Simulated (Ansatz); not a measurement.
**Ni (bcc)**

Computed with Ansatz (plane waves, PAW, 500 eV cutoff): r²SCAN, scalar-relativistic, collinear spin, 20×20×20 k-mesh, Gaussian smearing of 0.05 eV; PAW files: Ansatz's generated set soft_2.

```
CELL_PARAMETERS angstrom
-1.38264 1.38264 1.38264
1.38264 -1.38264 1.38264
1.38264 1.38264 -1.38264
ATOMIC_POSITIONS crystal
Ni 0.00000 0.00000 0.00000
```

At room temperature and ambient pressure Ni is fcc.

Magnetic state: ferromagnetic, site spin moments Ni 0.68 μB.

The cell is relaxed to zero pressure at this level.

Path: Γ–H–N–Γ–P–H | P–N, with Γ = (0.000, 0.000, 0.000), H = (0.500, -0.500, 0.500), N = (0.000, 0.000, 0.500), P = (0.250, 0.250, 0.250) in reciprocal vectors of the calculation's cell.

Is it a metal or an insulator, and if it has a gap, where are the band edges on this path?

A metal: bands cross the Fermi level.

Levels between -6 and 6 eV from the Fermi level at the path's named points:
```tsv
point	spin	below E_F (eV)	above E_F (eV)
Γ	up	-2.72 -2.72 -2.72 -1.15 -1.15	
Γ	down	-1.57 -1.57 -1.57 -0.51 -0.51	
H	up	-4.68 -4.68 -0.59 -0.59 -0.59	
H	down	-4.31 -4.31	0.73 0.73 0.73
N	up	-5.12 -3.69 -1.25 -0.98 -0.35	0.15
N	down	-4.61 -2.66 -0.43 -0.32 -0.05	0.98
P	up	-3.61 -3.61 -3.61 -0.95 -0.95	
P	down	-2.79 -2.79 -2.79 -0.29 -0.29
```

The run wasn't fully tested for a lower electronic state. Site moments are of spin, integrated over atomic spheres.
